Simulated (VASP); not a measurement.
Wanted: the native input for a VASP 6.6.1 run.

```yaml
Task: relaxation of cell and atoms
Functional: PBE
Potentials_or_basis: VASP PAW PBE potentials, release 64 (Si)
Cutoff: 600 eV
k_mesh: 4 × 4 × 8
Occupations: gaussian, width 0.1 eV
Spin: no spin polarisation
Dipole_correction: no
Further_INCAR_settings: ALGO = Normal; EDIFF = 1e-07; IBRION = 2; EDIFFG = -0.04; NSW = 90; ISIF = 3
```

The structure of Si lies in POSCAR:

```
Si
1.0
    5.8474099200      0.0000000000      0.0000000000
    0.0000000000      5.8474099200      0.0000000000
    0.0000000000      0.0000000000      2.3174947900
Si
6
Direct
    0.5000000000      0.5000000000      0.0000000000
    0.0000000000      0.0000000000      0.0000000000
    0.8631799800      0.6368200200      0.0000000000
    0.1368200200      0.3631799800      0.0000000000
    0.6368200200      0.1368200200      0.0000000000
    0.3631799800      0.8631799800      0.0000000000
```

The cell was built by a generator and needn't be a form met in nature.

These files were run (other wordings do the same):

INCAR

```
ALGO = Normal
EDIFF = 1E-7
EDIFFG = -0.04
ENCUT = 600
GGA = PE
IBRION = 2
ISIF = 3
ISMEAR = 0
LASPH = True
LCHARG = False
LREAL = False
LWAVE = False
NELM = 100
NSW = 90
PREC = Accurate
SIGMA = 0.1
```

KPOINTS

```
k-points
0
Gamma
  4 4 8
```

Potentials or basis: VASP PAW PBE potentials, release 64 (Si).

Run with:

```sh
$ cat potpaw_PBE.64/Si/POTCAR > POTCAR
$ mpirun -np 1 vasp_std > vasp.out
```

It gave:

```yaml
Relaxed_volume: 17.18 Å³/atom
Relaxed_cell: a = 6.359 Å, b = 6.359 Å, c = 2.550 Å, α = 90.00°, β = 90.00°, γ = 90.00°
Space_group_after_relaxing_to_0.05_Å: P4/mbm (No. 127)
Energy_gained_by_relaxing: 415.1 meV/atom
Ionic_steps: 9
Pressure_after_relaxing: -0.2 GPa
Largest_force_after_relaxing: 0.029 eV/Å
```

Caveat: the volume moved by over 15 % at a fixed basis, so the end points are rough.

Wall time 3.1 min on 1 thread of Intel(R) Xeon(R) Platinum 8488C (Sapphire Rapids), on a shared host, peak memory 0.21 GiB.
